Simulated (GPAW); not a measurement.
Write an ASE script for GPAW 26.7.0 that does the following.

```
Task                : relaxation of cell and atoms
Functional          : PBE
Dispersion          : D4
Potentials or basis : GPAW PAW data sets (gpaw-data 1.2.1)
Cutoff              : 600 eV
Basis               : pw
k mesh              : 7 × 7 × 7
Occupations         : fermi-dirac, width 0.05 eV
Spin                : no spin polarisation
Maxiter             : 150
Optimizer           : BFGS
Fmax                : 0.05 eV/Å
Max steps           : 100
Convergence         : density=1e-05 forces=0.0001
```

CdTe:

```
Te Cd
1.0
     0.00000    3.20500    3.20500
     3.20500    0.00000    3.20500
     3.20500    3.20500    0.00000
Te Cd
1 1
Direct
  0.75000 0.75000 0.75000
  0.00000 0.00000 0.00000
```

One way to write it, as run:

run.py

```python
from ase import Atoms
from ase.calculators.mixing import SumCalculator
from ase.filters import FrechetCellFilter
from ase.io import write
from ase.optimize import BFGS
from dftd4.ase import DFTD4
from gpaw import GPAW, PW

atoms = Atoms(['Te', 'Cd'],
              cell=[[0.0, 3.205, 3.205],
                    [3.205, 0.0, 3.205],
                    [3.205, 3.205, 0.0]],
              scaled_positions=[[0.75, 0.75, 0.75],
                                [0.0, 0.0, 0.0]],
              pbc=True)

calc = GPAW(mode=PW(600),
            xc='PBE',
            kpts={'size': (7, 7, 7), 'gamma': True},
            occupations={'name': 'fermi-dirac', 'width': 0.05},
            nbands=18,
            convergence={'density': 1e-05, 'forces': 0.0001},
            maxiter=150,
            txt='gpaw.txt')
atoms.calc = SumCalculator([calc, DFTD4(method='pbe')])
opt = BFGS(FrechetCellFilter(atoms), trajectory='relax.traj', logfile='-')
done = opt.run(fmax=0.05, steps=100)
calc.write('gs.gpw')
write('result.traj', atoms)
print('Converged:', done)
print('Cell:', atoms.cell.cellpar().round(4))
print('Volume:', round(atoms.get_volume(), 4))
print(atoms.get_scaled_positions().round(5))
```

Potentials or basis: GPAW PAW data sets (gpaw-data 1.2.1), pw.

Command:

```sh
$ OMP_NUM_THREADS=1 python run.py
```

Results of the run:

The relaxed volume is 34.19 Å³/atom. The relaxed cell is a = 4.590 Å, b = 4.590 Å, c = 4.590 Å, α = 60.00°, β = 60.00°, γ = 60.00°, the space group after relaxing (to 0.05 Å) is F-43m (No. 216) and the energy gained by relaxing is 7.2 meV/atom. The ionic steps are 3 and the pressure after relaxing is 0.1 GPa. The band gap on the k mesh is 0.76 eV, direct. The dispersion energy per atom is -0.354 eV.

Caveat: later steps reuse the first step's grids; spin-orbit coupling is left out, which moves the levels of the heavy elements.

Run time: 74 s on 1 thread of Arm Neoverse V2, with other jobs on the host, peak memory 0.25 GiB.
